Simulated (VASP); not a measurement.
**ZnS (zincblende): gaps by functional in VASP**

```
Zn S
1.0
     0.00000    2.69409    2.69409
     2.69409    0.00000    2.69409
     2.69409    2.69409    0.00000
Zn S
1 1
Direct
  0.00000 0.00000 0.00000
  0.25000 0.25000 0.25000
```

All runs share this cell. Band v is the last that the valence electrons fill when counted band by band, and c is the next. A negative gap between them is a band overlap, as in a metal.

Q: Rank these levels of theory by the band gap that they give, smallest first.
A. PBEsol
B. PBE
C. HSE06
D. LDA
E. r²SCAN

A: D (1.93 eV), A (2.02 eV), B (2.15 eV), E (2.72 eV), C (3.37 eV).
